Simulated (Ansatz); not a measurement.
TiSi2:

```
Ti Si
1.0
     0.00000    4.11752    4.26290
     2.38951    0.00000    4.26290
     2.38951    4.11752    0.00000
Ti Si
2 4
Direct
  0.75000 0.75000 0.75000
  0.50000 0.50000 0.50000
  0.41257 0.08743 0.41257
  0.08743 0.41257 0.08743
  0.16257 0.83743 0.16257
  0.83743 0.16257 0.83743
```

The cell is a database's computed one.

* Program: Ansatz 0.2.0
* Task: relaxation of cell and atoms
* Functional: LDA
* Potentials or basis: Ansatz PAW
* Cutoff: 420 eV (not typed: the program's choice for these potentials)
* k mesh: 7 × 7 × 7
* Occupations: fermi-dirac, width 0.05 eV
* Spin: no spin polarisation

At the start: volume 13.98 Å³/atom.

**Question.** How do energy, volume and symmetry change on relaxing?

**Answer.** It ends after 9 steps and the volume is 13.49 Å³/atom (-3.5 %); space group Fddd (No. 70, to 0.05 Å).

The path:
```csv
step,energy change (eV),largest force (eV/Å),volume (Å³)
1,0.0000,0.0644,83.88
2,-0.0480,0.0135,80.55
3,-0.0517,0.0220,80.96
4,-0.0519,0.0166,80.96
5,-0.0519,0.0033,80.97
6,-0.0520,0.0019,80.96
7,-0.0511,0.0018,80.96
8,-0.0511,0.0000,80.94
9,-0.0511,0.0000,80.94
```

Final structure:
```xyz
6
Lattice="0.0000 4.0528 4.2251 2.3636 0.0000 4.2251 2.3636 4.0528 0.0000" Properties=species:S:1:pos:R:3 pbc="T T T"
Ti    3.5454    6.0792    6.3376
Ti    2.3636    4.0528    4.2251
Si    1.1818    3.3560    2.1125
Si    1.1818    0.6968    2.1125
Si    2.3636    1.3296    4.2251
Si    2.3636    6.7760    4.2251
```

Caveat: the plane-wave basis is chosen anew once the cell has moved, so the energies of steps on either side of that aren't comparable; the PAW data sets come from PBE, with cores solved anew for the run's functional, which leaves a small shift of forces and pressure.
